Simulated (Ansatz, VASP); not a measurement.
## One calculation of Au, two programs

```xyz
1
Lattice="0.0000 2.0968 2.0968 2.0968 0.0000 2.0968 2.0968 2.0968 0.0000" Properties=species:S:1:pos:R:3 pbc="T T T"
Au    0.0000    0.0000    0.0000
```

Alike in both runs: task single point; functional PBE; k mesh 12 × 12 × 12; occupations fermi-dirac, width 0.06 eV; no spin polarisation.

```csv
,VASP,Ansatz
version,VASP 6.6.1,Ansatz 0.2 development build
potentials or method,"VASP PAW PBE potentials, release 64 (Au), cutoff 520 eV","all-electron full-potential LAPW, scalar-relativistic"
```

|  | VASP | Ansatz | Ansatz less VASP |
| --- | --- | --- | --- |
| pressure (GPa) | -3.3 | -3.2 | +0.16 |

Ansatz ran all-electron here, so the differences hold the error of VASP's frozen core and of both bases.

The runs have no spin-orbit coupling, so splittings on Au are missing.
